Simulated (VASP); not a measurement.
# GaAs (F-43m) in VASP: a series of runs, part 3 of 3

VASP 6.6.1. Earlier steps stand in the parts before.

## 5. Dielectric tensor, PBEsol

INCAR

```
SYSTEM = GaAs
ALGO     = Normal         ! electronic algorithm
EDIFF    = 1E-4           ! SCF threshold, eV
ENCUT    = 350            ! plane-wave cutoff, eV
GGA      = PS             ! functional
ISIF     = 2              ! what is computed and relaxed
ISMEAR   = 0              ! smearing method
LASPH    = .TRUE.         ! aspherical terms in the spheres
LCHARG   = .FALSE.        ! write CHGCAR
LEPSILON = .TRUE.         ! dielectric tensor by DFPT
LREAL    = .FALSE.        ! projectors in reciprocal space
LWAVE    = .FALSE.        ! write WAVECAR
NELM     = 100            ! most SCF steps
PREC     = Accurate       ! precision mode
SIGMA    = 0.01           ! smearing width, eV
```

KPOINTS

```
k-points
0
G
  10 10 10
  0 0 0
```

POSCAR

```
GaAs
1.0
    0.0000000000      2.8268500000      2.8268500000
    2.8268500000      0.0000000000      2.8268500000
    2.8268500000      2.8268500000      0.0000000000
As Ga
1 1
Direct
    0.7500000000      0.7500000000      0.7500000000
    0.0000000000      0.0000000000      0.0000000000
```

Potentials or basis: VASP PAW PBE potentials, release 64 (As, Ga_d).

On the command line:

```console
> cat potpaw_PBE.64/As/POTCAR potpaw_PBE.64/Ga_d/POTCAR > POTCAR
> mpirun -np 1 vasp_std > vasp.out
```

OUTCAR:

```text
SYSTEM = GaAs
   EDIFF = 1E-4
   ENCUT = 350
   GGA = PS
   ISIF = 2
   ISMEAR = 0
   LASPH = .TRUE.
   LEPSILON = .TRUE.
   LREAL = .FALSE.
   NELM = 100
   PREC = Accurate

 Found     47 irreducible k-points:

 Following reciprocal coordinates:
            Coordinates               Weight
  0.000000  0.000000  0.000000      1.000000
  0.100000  0.000000  0.000000      8.000000
  0.200000  0.000000  0.000000      8.000000
  0.300000  0.000000  0.000000      8.000000
  0.400000  0.000000  0.000000      8.000000
  0.500000  0.000000  0.000000      4.000000
   k-points           NKPTS =     47   k-points in BZ     NKDIM =     47   number of bands    NBANDS=     13
   number of dos      NEDOS =    301   number of ions     NIONS =      2
   total plane-waves  NPLWV =  13824
   dimension x,y,z NGX =    24 NGY =   24 NGZ =   24
   dimension x,y,z NGXF=    48 NGYF=   48 NGZF=   48
   ions per type =               1   1
   NGX,Y,Z   is equivalent  to a cutoff of   9.98,  9.98,  9.98 a.u.
   NGXF,Y,Z  is equivalent  to a cutoff of  19.96, 19.96, 19.96 a.u.
 SYSTEM =  GaAs
   PREC   = accura    normal or accurate (medium, high low for compatibility)
   ISTART =      0    job   : 0-new  1-cont  2-samecut
   ICHARG =      2    charge: 1-file 2-atom 10-const
   ISPIN  =      1    spin polarized calculation?
   LNONCOLLINEAR =      F non collinear calculations
   LSORBIT =      F    spin-orbit coupling
   LASPH  =      T    aspherical Exc in radial PAW
   ENCUT  =  350.0 eV  25.72 Ry    5.07 a.u.   6.10  6.10  6.10*2*pi/ulx,y,z
   NELM   =    100;   NELMIN=  2; NELMDL= -5     # of ELM steps
   EDIFF  = 0.1E-03   stopping-criterion for ELM
   LREAL  =      F    real-space projection
   EDIFFG = 0.1E-02   stopping-criterion for IOM
   NSW    =      0    number of steps for IOM
   IBRION =     -1    ionic relax: 0-MD 1-quasi-New 2-CG
   NFREE  =      0    steps in history (QN), initial steepest desc. (CG)
   ISIF   =      2    stress and relaxation
   ISYM   =      2    0-nonsym 1-usesym 2-fastsym
   POTIM  = 0.5000    time-step for ionic-motion
   TEBEG  =    0.0;   TEEND  =   0.0 temperature during run
   PSTRESS=    0.0 pullay stress
   NELECT =      18.0000    total number of electrons
   NUPDOWN=      -1.0000    fix difference up-down
   EMIN   =  10.00;   EMAX   =-10.00  energy-range for DOS
   EFERMI =   0.00;   METHOD = LEGACY
   ISMEAR =     0;   SIGMA  =   0.01  broadening in eV -4-tet -1-fermi 0-gaus
   EFERMI_NEDOS =   21; number of points for ismear=-14 and -15
   IALGO  =     38    algorithm
   IMIX   =      4    mixing-type and parameters
     AMIX     =   0.40;   BMIX     =  1.00
     AMIX_MAG =   1.60;   BMIX_MAG =  1.00
  volume/ion in A,a.u.               =      22.59       152.44
  Fermi-wavevector in a.u.,A,eV,Ry     =   1.204628  2.276417 19.743799  1.451128
  Thomas-Fermi vector in A             =   2.340347
   LORBIT       =      0    0 simple, 1 ext, 2 COOP (PROOUT), +10 PAW based schemes
   GGA     = PS    functional components
   LHFCALC =     F    Hartree Fock is set to
   AEXX    =    0.0000 exact exchange contribution
   IVDW    =     0    specifies the selected vdW correction
   LEPSILON=     T    determine dielectric tensor
   LRPA    =     F    only Hartree local field effects (RPA)
 non-spin polarized calculation
 Gauss-broadening in eV      SIGMA  =   0.01
  energy-cutoff  :      350.00
[... 110 lines left out ...]

 [... further k-points ...]

  FORCE on cell =-STRESS in cart. coord.  units (eV):
  Direction    XX          YY          ZZ          XY          YZ          ZX
  --------------------------------------------------------------------------------------
  -------------------------------------------------------------------------------------
  Total        0.1323276      0.1323276      0.1323276      0.0000000      0.0000000      0.0000000
  in kB        4.6927003      4.6927003      4.6927003      0.0000000      0.0000000      0.0000000
  external PRESSURE =       4.6927003 kB  Pullay stress =       0.0000000 kB

 VOLUME and BASIS-vectors are now :
 -----------------------------------------------------------------------------
  energy-cutoff  :      350.00
  volume of cell :       45.18
      direct lattice vectors                 reciprocal lattice vectors
     0.000000000  2.826850000  2.826850000    -0.176875321  0.176875321  0.176875321
     2.826850000  0.000000000  2.826850000     0.176875321 -0.176875321  0.176875321
     2.826850000  2.826850000  0.000000000     0.176875321  0.176875321 -0.176875321

 POSITION                                       TOTAL-FORCE (eV/Angst)
 -----------------------------------------------------------------------------------
      4.24027      4.24027      4.24027         0.000000     -0.000000     -0.000000
      0.00000      0.00000      0.00000        -0.000000      0.000000      0.000000
 -----------------------------------------------------------------------------------
    total drift:                               -0.000004     -0.000004     -0.000003

  FREE ENERGIE OF THE ION-ELECTRON SYSTEM (eV)
  ---------------------------------------------------
  free  energy   TOTEN  =        -9.0903401529 eV

  energy  without entropy=       -9.0903401529  energy(sigma->0) =       -9.09034015

 HEAD OF MICROSCOPIC STATIC DIELECTRIC TENSOR (INDEPENDENT PARTICLE, excluding Hartree and local field effects)
 ------------------------------------------------------
          25.704282    -0.000000     0.000000
           0.000000    25.704282    -0.000000
          -0.000000     0.000000    25.704282
 ------------------------------------------------------

 Free energy of the ion-electron system (eV)
  ---------------------------------------------------
  ---------------------------------------------------
  free energy    TOTEN  =        -3.14266849 eV

  energy without entropy =       -3.14266849

------------------------ aborting loop because EDIFF is reached ----------------------------------------

--------------------------------------- Ionic step        2  -------------------------------------------

------------------------ aborting loop because EDIFF is reached ----------------------------------------

--------------------------------------- Ionic step        3  -------------------------------------------

 Free energy of the ion-electron system (eV)
  ---------------------------------------------------
  ---------------------------------------------------
  free energy    TOTEN  =        -3.14304571 eV

  energy without entropy =       -3.14304571

------------------------ aborting loop because EDIFF is reached ----------------------------------------

 PIEZOELECTRIC TENSOR FIELD DIRECTION 3  (e Angst)
 -----------------------------------------------------------------------------
    -0.00044  2.58563  0.00000           (  0.00000  0.01502  0.00000)
     2.58563 -0.00044  0.00000           (  0.01502  0.00000  0.00000)
     0.00000  0.00000 -0.00184           (  0.00000  0.00000  0.00000)

 PIEZOELECTRIC TENSOR FIELD DIRECTION 3  (C/m^2)
 -----------------------------------------------------------------------------
    -0.00016  0.91693  0.00000
     0.91693 -0.00016  0.00000
     0.00000  0.00000 -0.00065

 MACROSCOPIC STATIC DIELECTRIC TENSOR (including local field effects in DFT)
 ------------------------------------------------------
          25.110593     0.000000    -0.000000
          -0.000000    25.110593     0.000000
           0.000000     0.000000    25.110593
 ------------------------------------------------------

 PIEZOELECTRIC TENSOR (including local field effects)  for field in x, y, z        (e  Angst)
          XX          YY          ZZ          XY          YZ          ZX
  --------------------------------------------------------------------------------
  x     0.00000     0.00000     0.00000     0.00000     2.59270     0.00000
  y     0.00000     0.00000     0.00000     0.00000     0.00000     2.59270
  z     0.00000     0.00000     0.00000     2.59270     0.00000     0.00000

 PIEZOELECTRIC TENSOR (including local field effects)  for field in x, y, z        (C/m^2)
          XX          YY          ZZ          XY          YZ          ZX
  --------------------------------------------------------------------------------
  x     0.00000     0.00000     0.00000     0.00000     0.91944     0.00000
  y     0.00000     0.00000     0.00000     0.00000     0.00000     0.91944
  z     0.00000     0.00000     0.00000     0.91944     0.00000     0.00000

 BORN EFFECTIVE CHARGES (including local field effects) (in |e|, cummulative output)
 ---------------------------------------------------------------------------------
 ion    1
    1    -2.18252     0.00000     0.00000
    2     0.00000    -2.18252     0.00000
    3    -0.00000     0.00000    -2.18252
 ion    2
    1     2.18252     0.00000     0.00000
    2    -0.00000     2.18252     0.00000
    3     0.00000    -0.00000     2.18252
```

It took 92 s on 1 thread of Intel Xeon Platinum 8488C (Sapphire Rapids), shared host; peak memory 0.27 GiB.

The run converged, but some of its settings lie outside the range that counts as converged, so its numbers aren't taken as properties of the crystal.

Results:

```yaml
Band_gap_on_the_k_mesh: 0.46 eV, direct
Electronic_dielectric_tensor_diagonal: 25.11
Born_charges_mean_of_the_diagonal: As -2.18; Ga +2.18 e
```

Caveat: the cutoff is under 1.25 times the usual one of these potentials, so pressure, stress and relaxed cells hold a basis-set (Pulay) error; the gap is small at this level, which inflates the dielectric constant; the PAW data sets were made with another functional, which shifts forces and pressure a little.

## 6. Dielectric tensor, PBEsol

INCAR: that of step 5 with these lines changed.

```diff
@@ -2,3 +2,3 @@
 ALGO     = Normal         ! electronic algorithm
-EDIFF    = 1E-4           ! SCF threshold, eV
+EDIFF    = 1E-6           ! SCF threshold, eV
 ENCUT    = 350            ! plane-wave cutoff, eV
```

KPOINTS is that of step 5.

POSCAR is that of step 5.

Potentials or basis: VASP PAW PBE potentials, release 64 (As, Ga_d).

On the command line:

```console
> cat potpaw_PBE.64/As/POTCAR potpaw_PBE.64/Ga_d/POTCAR > POTCAR
> mpirun -np 1 vasp_std > vasp.out
```

OUTCAR:

```text
SYSTEM = GaAs
   EDIFF = 1E-6
   ENCUT = 350
   GGA = PS
   ISIF = 2
   ISMEAR = 0
   LASPH = .TRUE.
   LEPSILON = .TRUE.
   LREAL = .FALSE.
   NELM = 100
   PREC = Accurate

 Found     47 irreducible k-points:

 Following reciprocal coordinates:
            Coordinates               Weight
  0.000000  0.000000  0.000000      1.000000
  0.100000  0.000000  0.000000      8.000000
  0.200000  0.000000  0.000000      8.000000
  0.300000  0.000000  0.000000      8.000000
  0.400000  0.000000  0.000000      8.000000
  0.500000  0.000000  0.000000      4.000000
   k-points           NKPTS =     47   k-points in BZ     NKDIM =     47   number of bands    NBANDS=     13
   number of dos      NEDOS =    301   number of ions     NIONS =      2
   total plane-waves  NPLWV =  13824
[... 233 lines left out ...]
    -0.00010  0.91670  0.00000
     0.91670 -0.00010  0.00000
     0.00000  0.00000 -0.00059

 MACROSCOPIC STATIC DIELECTRIC TENSOR (including local field effects in DFT)
 ------------------------------------------------------
          25.130428     0.000000    -0.000000
           0.000000    25.130428     0.000000
           0.000000     0.000000    25.130428
 ------------------------------------------------------

 PIEZOELECTRIC TENSOR (including local field effects)  for field in x, y, z        (e  Angst)
          XX          YY          ZZ          XY          YZ          ZX
  --------------------------------------------------------------------------------
  x     0.00000     0.00000     0.00000    -0.00000     2.59210     0.00000
  y    -0.00000    -0.00000     0.00000     0.00000    -0.00000     2.59210
  z     0.00000    -0.00000     0.00000     2.59210     0.00000    -0.00000

 PIEZOELECTRIC TENSOR (including local field effects)  for field in x, y, z        (C/m^2)
          XX          YY          ZZ          XY          YZ          ZX
  --------------------------------------------------------------------------------
  x     0.00000     0.00000     0.00000    -0.00000     0.91923     0.00000
  y    -0.00000    -0.00000     0.00000     0.00000    -0.00000     0.91923
  z     0.00000    -0.00000     0.00000     0.91923     0.00000    -0.00000

 BORN EFFECTIVE CHARGES (including local field effects) (in |e|, cummulative output)
 ---------------------------------------------------------------------------------
 ion    1
    1    -2.18592     0.00000     0.00000
    2    -0.00000    -2.18592    -0.00000
    3     0.00000     0.00000    -2.18592
 ion    2
    1     2.18592     0.00000     0.00000
    2     0.00000     2.18592     0.00000
    3     0.00000     0.00000     2.18592
```

Wall time 2.5 min (1 thread of Intel Xeon Platinum 8488C (Sapphire Rapids), shared host); peak memory 0.26 GiB.

These settings aren't checked as converged: the numbers below hold their error.

What came out:

```
Band gap on the k mesh                  : 0.46 eV, direct
Electronic dielectric tensor (diagonal) : 25.13
Born charges (mean of the diagonal)     : As -2.19; Ga +2.19 e
```

Caveat: the cutoff is under 1.25 times the usual one of these potentials, so pressure, stress and relaxed cells hold a basis-set (Pulay) error; the gap is small at this level, which inflates the dielectric constant; the PAW data sets were made with another functional, which shifts forces and pressure a little.
